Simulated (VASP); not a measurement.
# BaTiO3: O into a neighbouring O vacancy, part 2 of 7

How hard is this move in BaTiO3: O into a neighbouring O vacancy? Both ends are relaxed first, then a band of images between them. The start is a cell from a database of measured crystal structures.

VASP 6.6.1; PBEsol, no spin polarisation; plane waves and PAW (Ba_sv, Ti, O).

So far. Step 2 (Relax the host): The run ended after 3 ionic steps, 0.005 eV below its first step, once forces and stress met EDIFFG = -0.02.

## (3) Relax the start

System of this step: Ba8Ti8O23. The cell holds 39 atoms: 8 Ba, 8 Ti and 23 O. Cell: a = 7.982 Å, b = 7.982 Å, c = 7.982 Å, α = 90.0°, β = 90.0°, γ = 90.0°. It derives from BaTiO3. Nearest the centre at fractional (0.000, 0.125, 0.125): O24 at 1.43 Å, Ti9 at 1.44 Å, O32 at 2.45 Å, Ba5 at 2.45 Å, O36 at 2.46 Å, Ba1 at 2.46 Å, Ti11 at 3.14 Å, O17 at 3.14 Å. The cell carries charge +2.

A path needs two true minima; the start is relaxed with symmetry off.

This cell carries charge +2, set by NELECT and balanced by a uniform background.

INCAR reads:

```
SYSTEM = Ba8Ti8O23
PREC = Normal
ENCUT = 400
EDIFF = 1E-05
NELM = 120
ISMEAR = 0
SIGMA = 0.05
LREAL = Auto
ALGO = Fast
GGA = PS
NELECT = 248
NBANDS = 156
LASPH = .TRUE.
LORBIT = 11
LWAVE = .FALSE.
LCHARG = .FALSE.
KPAR = 6
IBRION = 2
NSW = 60
ISIF = 2
EDIFFG = -0.05
POTIM = 0.4
MAXMIX = 40
ISYM = 0
```

POSCAR reads:

```
Ba8Ti8O23
1.0
    7.9821065776      0.0000000000      0.0000000000
    0.0000000000      7.9821065776      0.0000000000
    0.0000000000      0.0000000000      7.9821065776
Ba Ti O
8 8 23
Direct
    0.2508658972      0.2520586499      0.2508279445
    0.2467348037      0.2522684635      0.7511184380
    0.2486546077      0.7514560520      0.2509134741
    0.2507369796      0.7500712149      0.7513698464
    0.7481547375      0.2495918121      0.2487919998
    0.7515004716      0.2500995279      0.7492672191
    0.7480408468      0.7493555780      0.2500204011
    0.7493094482      0.7532424118      0.7525224527
   -0.0067931002     -0.0047331196     -0.0004379097
   -0.0010578421      0.0005353048      0.5005445227
    0.0053064657      0.4972137161     -0.0009461287
    0.0051183772      0.5016203818      0.5016613744
    0.4987121035     -0.0041294241      0.0004196004
    0.5002731462     -0.0030752585      0.4982881044
    0.4998194871      0.4976328263     -0.0002462256
    0.5002392427      0.5000891650      0.4987314335
    0.0014876977      0.0022329117      0.7508039189
   -0.0020501611      0.5018332311      0.2487435898
    0.0022028286      0.4973145249      0.7522912929
    0.4999497289     -0.0031288705      0.2492134922
    0.5001355589      0.0006835071      0.7475390253
    0.4972253614      0.5005000798      0.2488305102
    0.5005900839      0.5019030553      0.7458687914
    0.0006373959      0.2530684806     -0.0007454845
   -0.0020315804      0.2518848253      0.5006350367
    0.0022447284      0.7491350261     -0.0037128501
   -0.0002756434      0.7488829311      0.5019426546
    0.5004851673      0.2459137373     -0.0029946057
    0.5022144255      0.2517032221      0.4983958035
    0.4999973721      0.7511164310      0.0011736359
    0.5021955162      0.7506426515      0.4997623977
    0.2493514292      0.0026452736     -0.0056397500
    0.2496525846      0.0000826852      0.4964286396
    0.2508338992      0.4983681475      0.0021609453
    0.2496853159      0.5016766332      0.5030539397
    0.7509594700     -0.0021942106     -0.0037942832
    0.7543932867     -0.0002788542      0.4982747288
    0.7503614512      0.4995203990      0.0021351313
    0.7500850106      0.5000344510      0.4982095460
```

KPOINTS reads:

```
Automatic mesh
0
Gamma
2 2 2
0 0 0
```

The projector-augmented-wave data sets are Ba_sv, Ti and O (PBE family, release 64).

Command:

```
mpirun -np 6 vasp_std
```

The program printed:

```text
[banner, memory and clock lines left out]
running    6 mpi-ranks, on    1 nodes
 distrk:  each k-point on    1 cores,    6 groups
 distr:  one band on    1 cores,    1 groups

 POSCAR found type information on POSCAR BaTiO
 POSCAR found :  3 types and      39 ions
 [... a notice as in an earlier step ...]

 [... a notice as in an earlier step ...]

 LDA part: xc-table for (Slater+PW92), standard interpolation
 POSCAR, INCAR and KPOINTS ok, starting setup
 FFT: planning ... GRIDC
 FFT: planning ... GRID_SOFT
 FFT: planning ... GRID
 WAVECAR not read
 entering main loop
       N       E                     dE             d eps       ncg     rms          rms(c)
DAV:   1     0.271161978561E+04    0.27116E+04   -0.91454E+04  2552   0.126E+03
DAV:   2     0.216280364770E+03   -0.24953E+04   -0.22983E+04  2584   0.362E+02
DAV:   3    -0.368762433461E+03   -0.58504E+03   -0.56593E+03  2936   0.173E+02
DAV:   4    -0.412165423904E+03   -0.43403E+02   -0.43107E+02  3576   0.511E+01
DAV:   5    -0.413915014250E+03   -0.17496E+01   -0.17470E+01  3944   0.109E+01BRMIX: very serious problems
 the old and the new charge density differ
 old charge density:   250.00000 new  248.00015
BRMIX: very serious problems
 the old and the new charge density differ
 old charge density:   250.00000 new  248.00015
BRMIX: very serious problems
 the old and the new charge density differ
 old charge density:   250.00000 new  248.00015
BRMIX: very serious problems
 the old and the new charge density differ
 old charge density:   250.00000 new  248.00015
BRMIX: very serious problems
 the old and the new charge density differ
 old charge density:   250.00000 new  248.00015
BRMIX: very serious problems
 the old and the new charge density differ
 old charge density:   250.00000 new  248.00015
    0.803E+01
RMM:   6    -0.328244027709E+03    0.85671E+02   -0.37046E+02  2561   0.427E+01    0.185E+01
RMM:   7    -0.330024244119E+03   -0.17802E+01   -0.49849E+01  2679   0.191E+01    0.237E+01
RMM:   8    -0.331242588157E+03   -0.12183E+01   -0.16392E+01  3172   0.655E+00    0.200E+01
RMM:   9    -0.360597836315E+03   -0.29355E+02   -0.14994E+02  3415   0.279E+01    0.461E+01
RMM:  10    -0.340770858500E+03    0.19827E+02   -0.12345E+01  2612   0.876E+00    0.263E+01
RMM:  11    -0.331293322156E+03    0.94775E+01   -0.18498E+01  2703   0.830E+00    0.122E+01
RMM:  12    -0.330257758570E+03    0.10356E+01   -0.29964E+00  2757   0.349E+00    0.847E+00
RMM:  13    -0.330379394535E+03   -0.12164E+00   -0.48324E-01  3410   0.138E+00    0.810E+00
RMM:  14    -0.329917381079E+03    0.46201E+00   -0.49108E-01  2873   0.142E+00    0.535E+00
RMM:  15    -0.329614658164E+03    0.30272E+00   -0.86733E-01  2980   0.167E+00    0.225E+00
RMM:  16    -0.329574503770E+03    0.40154E-01   -0.18424E-01  3130   0.799E-01    0.118E+00
RMM:  17    -0.329565364461E+03    0.91393E-02   -0.79357E-02  3514   0.502E-01    0.461E-01
RMM:  18    -0.329566498295E+03   -0.11338E-02   -0.15987E-02  3750   0.236E-01    0.516E-01
RMM:  19    -0.329566182034E+03    0.31626E-03   -0.60268E-03  3786   0.119E-01    0.340E-01
RMM:  20    -0.329566171075E+03    0.10959E-04   -0.26580E-03  3723   0.668E-02    0.254E-01
RMM:  21    -0.329565612577E+03    0.55850E-03   -0.20527E-03  3305   0.835E-02    0.119E-01
RMM:  22    -0.329565576828E+03    0.35750E-04   -0.18282E-03  3231   0.670E-02    0.354E-02
RMM:  23    -0.329565624989E+03   -0.48162E-04   -0.48239E-04  3075   0.325E-02    0.314E-02
RMM:  24    -0.329565649042E+03   -0.24053E-04   -0.32276E-04  2682   0.261E-02    0.774E-03
RMM:  25    -0.329565659658E+03   -0.10616E-04   -0.12318E-04  2317   0.170E-02    0.797E-03
RMM:  26    -0.329565668698E+03   -0.90402E-05   -0.92101E-05  2173   0.116E-02
   1 F= -.32956567E+03 E0= -.32956567E+03  d E =-.329566E+03
 curvature:   0.00 expect dE= 0.000E+00 dE for cont linesearch  0.000E+00
 trial: gam= 0.00000 g(F)=  0.331E+01 g(S)=  0.000E+00 ort = 0.000E+00 (trialstep = 0.100E+01)
 search vector abs. value=  0.331E+01
 bond charge predicted
       N       E                     dE             d eps       ncg     rms          rms(c)
DAV:   1    -0.330702941187E+03   -0.11373E+01   -0.26546E+02  2688   0.413E+01    0.823E+00
RMM:   2    -0.371108428932E+03   -0.40405E+02   -0.10590E+02  2546   0.230E+01    0.625E+01
RMM:   3    -0.341094824937E+03    0.30014E+02   -0.21123E+01  2551   0.135E+01    0.261E+01
RMM:   4    -0.332415034682E+03    0.86798E+01   -0.20767E+01  2587   0.924E+00    0.109E+01
RMM:   5    -0.332363704272E+03    0.51330E-01   -0.30361E+00  2709   0.400E+00    0.105E+01
RMM:   6    -0.331658076550E+03    0.70563E+00   -0.52573E+00  2779   0.441E+00    0.514E+00
RMM:   7    -0.331809942329E+03   -0.15187E+00   -0.19406E+00  2868   0.260E+00    0.468E+00
RMM:   8    -0.332449304473E+03   -0.63936E+00   -0.13393E+00  3203   0.215E+00    0.640E+00
RMM:   9    -0.332444428035E+03    0.48764E-02   -0.11580E-01  3406   0.640E-01    0.644E+00
RMM:  10    -0.332143522788E+03    0.30091E+00   -0.46536E-01  2928   0.135E+00    0.506E+00
RMM:  11    -0.331689917742E+03    0.45361E+00   -0.74996E-01  3185   0.165E+00    0.308E+00
RMM:  12    -0.331709799485E+03   -0.19882E-01   -0.83519E-02  2496   0.675E-01    0.321E+00
RMM:  13    -0.331650246385E+03    0.59553E-01   -0.96061E-02  2592   0.678E-01    0.308E+00
RMM:  14    -0.331584411624E+03    0.65835E-01   -0.26059E-02  2841   0.317E-01    0.287E+00
RMM:  15    -0.331535681824E+03    0.48730E-01   -0.10588E-02  2967   0.204E-01    0.262E+00
RMM:  16    -0.331405046563E+03    0.13064E+00   -0.61810E-02  3449   0.500E-01    0.190E+00
RMM:  17    -0.331329115711E+03    0.75931E-01   -0.48152E-02  3450   0.446E-01    0.130E+00
RMM:  18    -0.331294098443E+03    0.35017E-01   -0.25803E-02  3307   0.323E-01    0.947E-01
RMM:  19    -0.331268439017E+03    0.25659E-01   -0.37172E-02  3483   0.384E-01    0.476E-01
RMM:  20    -0.331264361982E+03    0.40770E-02   -0.87008E-03  3016   0.189E-01    0.404E-01
RMM:  21    -0.331262051963E+03    0.23100E-02   -0.66224E-03  3071   0.157E-01    0.333E-01
RMM:  22    -0.331260265395E+03    0.17866E-02   -0.34883E-03  3375   0.113E-01    0.240E-01
RMM:  23    -0.331259122948E+03    0.11424E-02   -0.31057E-03  3290   0.113E-01    0.107E-01
RMM:  24    -0.331259039742E+03    0.83206E-04   -0.11598E-03  3222   0.649E-02    0.642E-02
RMM:  25    -0.331259031929E+03    0.78131E-05   -0.39593E-04  3045   0.340E-02    0.480E-02
RMM:  26    -0.331258986100E+03    0.45829E-04   -0.18021E-04  2607   0.257E-02    0.326E-02
RMM:  27    -0.331258965583E+03    0.20517E-04   -0.12965E-04  2524   0.217E-02    0.169E-02
RMM:  28    -0.331258964501E+03    0.10817E-05   -0.71711E-05  2308   0.156E-02
   2 F= -.33125896E+03 E0= -.33125896E+03  d E =-.169330E+01
[... from here on, the cycles between the ionic steps are left out ...]
   3 F= -.33126394E+03 E0= -.33126394E+03  d E =-.169827E+01
   4 F= -.33138245E+03 E0= -.33138245E+03  d E =-.118511E+00
   5 F= -.33140685E+03 E0= -.33140685E+03  d E =-.142906E+00
   6 F= -.33147130E+03 E0= -.33147130E+03  d E =-.644558E-01
   7 F= -.33147345E+03 E0= -.33147345E+03  d E =-.666017E-01
   8 F= -.33148742E+03 E0= -.33148742E+03  d E =-.139695E-01
   9 F= -.33148900E+03 E0= -.33148900E+03  d E =-.155484E-01
  10 F= -.33150669E+03 E0= -.33150669E+03  d E =-.176984E-01
  11 F= -.33151222E+03 E0= -.33151222E+03  d E =-.232297E-01
  12 F= -.33152450E+03 E0= -.33152450E+03  d E =-.122747E-01
  13 F= -.33152503E+03 E0= -.33152503E+03  d E =-.128086E-01
  14 F= -.33153337E+03 E0= -.33153337E+03  d E =-.833544E-02
  15 F= -.33153628E+03 E0= -.33153628E+03  d E =-.112441E-01
  16 F= -.33154189E+03 E0= -.33154189E+03  d E =-.561496E-02
  17 F= -.33154219E+03 E0= -.33154219E+03  d E =-.590922E-02
  18 F= -.33154669E+03 E0= -.33154669E+03  d E =-.450372E-02
  19 F= -.33154737E+03 E0= -.33154737E+03  d E =-.518211E-02
  20 F= -.33155152E+03 E0= -.33155152E+03  d E =-.414921E-02
  21 F= -.33155257E+03 E0= -.33155257E+03  d E =-.520449E-02
  22 F= -.33155267E+03 E0= -.33155267E+03  d E =-.530370E-02
  23 F= -.33155576E+03 E0= -.33155576E+03  d E =-.308821E-02
  24 F= -.33155669E+03 E0= -.33155669E+03  d E =-.401423E-02
  25 F= -.33155908E+03 E0= -.33155908E+03  d E =-.239183E-02
  26 F= -.33156095E+03 E0= -.33156095E+03  d E =-.426439E-02
  27 F= -.33156053E+03 E0= -.33156053E+03  d E =-.384473E-02
  28 F= -.33156149E+03 E0= -.33156149E+03  d E =-.480451E-02
  29 F= -.33156367E+03 E0= -.33156367E+03  d E =-.217837E-02
  30 F= -.33156396E+03 E0= -.33156396E+03  d E =-.246848E-02
  31 F= -.33156574E+03 E0= -.33156574E+03  d E =-.178030E-02
  32 F= -.33156584E+03 E0= -.33156584E+03  d E =-.187538E-02
  33 F= -.33156713E+03 E0= -.33156713E+03  d E =-.129417E-02
  34 F= -.33156740E+03 E0= -.33156740E+03  d E =-.156516E-02
  35 F= -.33156827E+03 E0= -.33156827E+03  d E =-.867308E-03
  36 F= -.33156957E+03 E0= -.33156957E+03  d E =-.216948E-02
  37 F= -.33157088E+03 E0= -.33157088E+03  d E =-.131181E-02
  38 F= -.33157199E+03 E0= -.33157199E+03  d E =-.242141E-02
  39 F= -.33157268E+03 E0= -.33157268E+03  d E =-.692496E-03
  40 F= -.33157425E+03 E0= -.33157425E+03  d E =-.226047E-02
  41 F= -.33157364E+03 E0= -.33157364E+03  d E =-.165054E-02
  42 F= -.33157466E+03 E0= -.33157466E+03  d E =-.266550E-02
  43 F= -.33157566E+03 E0= -.33157566E+03  d E =-.100076E-02
  44 F= -.33157677E+03 E0= -.33157677E+03  d E =-.211300E-02
  45 F= -.33157769E+03 E0= -.33157769E+03  d E =-.922823E-03
  46 F= -.33157856E+03 E0= -.33157856E+03  d E =-.178715E-02
 curvature:  -1.30 expect dE=-0.209E-02 dE for cont linesearch -0.262E-05
 trial: gam= 0.71545 g(F)=  0.161E-02 g(S)=  0.000E+00 ort = 0.878E-04 (trialstep = 0.687E+00)
 search vector abs. value=  0.370E-02
 bond charge predicted
       N       E                     dE             d eps       ncg     rms          rms(c)
DAV:   1    -0.331578989527E+03   -0.43186E-03   -0.18125E-01  2496   0.112E+00    0.124E-01
RMM:   2    -0.331579249211E+03   -0.25968E-03   -0.45649E-03  2497   0.224E-01    0.105E-01
RMM:   3    -0.331579354901E+03   -0.10569E-03   -0.11439E-03  2713   0.899E-02    0.667E-02
RMM:   4    -0.331579360540E+03   -0.56387E-05   -0.27160E-04  2943   0.415E-02    0.521E-02
RMM:   5    -0.331579345079E+03    0.15461E-04   -0.10375E-04  2409   0.238E-02    0.374E-02
RMM:   6    -0.331579337322E+03    0.77562E-05   -0.41431E-05  1920   0.146E-02
  47 F= -.33157934E+03 E0= -.33157934E+03  d E =-.780411E-03
 trial-energy change:   -0.000780  1 .order   -0.000766   -0.001149   -0.000383
 step:   1.0301(harm=  1.0301)  dis= 0.00454  next Energy=  -331.579418 (dE=-0.861E-03)
 reached required accuracy - stopping structural energy minimisation
```

The job ended after 16 min (6 MPI ranks of Intel Xeon 6975P-C (Granite Rapids), shared host; peak memory 3 GiB; 1.6 h of CPU time).

(Continued in part 3 of 7.)

[Lines on the potential files, build, host, timing and source positions are cut from VASP's logs without a mark.]

[Logs are printed without paths, hosts, clocks, repeated set-up lines and the standing remarks that a program may print on its own settings, such as how far it seeks lower states.]

[Hosts, paths, dates, database ids (printed as entryN), source tags and the programs' standing remarks are cut or masked in the printed files.]

[Runs that stopped without an error message from VASP are left out.]
